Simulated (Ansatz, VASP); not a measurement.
Two plane-wave programs on CdS (Hawleyite)

Contents of INCAR:

```
SYSTEM = CdS
PREC     = Accurate       ! precision mode
ENCUT    = 520            ! plane-wave cutoff, eV
EDIFF    = 1E-7           ! SCF threshold, eV
ISMEAR   = -1             ! smearing method
SIGMA    = 0.05           ! smearing width, eV
LREAL    = .False.        ! projectors in reciprocal space
LASPH    = .True.         ! aspherical terms in the spheres
NELM     = 80             ! most SCF steps
ALGO     = Normal         ! electronic algorithm
ISIF     = 2              ! what is computed and relaxed
LWAVE    = .False.        ! write WAVECAR
LCHARG   = .False.        ! write CHGCAR
GGA      = PE             ! functional
NBANDS   = 16             ! bands
```

KPOINTS

```
regular mesh
0
Gamma
  8 8 8
  0 0 0
```

File POSCAR:

```
CdS
1.0
    0.0000000000      2.9358151324      2.9358151324
    2.9358151324      0.0000000000      2.9358151324
    2.9358151324      2.9358151324      0.0000000000
Cd S
1 1
Direct
    0.0000000000      0.0000000000      0.0000000000
    0.7500000000      0.7500000000      0.7500000000
```

The input input.yaml:

```yaml
crystal:
  lattice:
    - [0.0, 2.9358151324, 2.9358151324]
    - [2.9358151324, 0.0, 2.9358151324]
    - [2.9358151324, 2.9358151324, 0.0]
  atoms:
    - { symbol: Cd, position: [0.0, 0.0, 0.0] }
    - { symbol: S, position: [0.75, 0.75, 0.75] }
hamiltonian:
  xc: pbe
  pseudopotentials: { kind: paw }
kpoints:
  mp_grid: { grid: [8, 8, 8] }
scf:
  occupations: { method: fermi_dirac, width: 0.05 }
output:
  forces: true
  stress: true
  eigenvalues: true
```

Change from the starting cell: volume scaled by 1.02.

Alike in both runs: task single point; functional PBE; k mesh 8 × 8 × 8; occupations fermi-dirac, width 0.05 eV; no spin polarisation.

|  | VASP | Ansatz |
| --- | --- | --- |
| version | VASP 6.6.1 | Ansatz 0.2.0 |
| potentials or method | VASP PAW PBE potentials, release 64 (Cd, S) | Ansatz PAW |
| plane-wave cutoff (eV) | 520 | 420 |
| valence electrons in the cell | 18 | 26 |

VASP gave:

* gap on the k mesh at the Fermi level (eV): 1.11
* least direct gap on the mesh (eV): 1.11
* pressure (GPa): 1.9

Question: Estimate Ansatz's values.

Answer: gap on the k mesh at the Fermi level (eV): 1.10; least direct gap on the mesh (eV): 1.10; pressure (GPa): 1.6.

The two sets of potentials don't hold the same shells in valence.
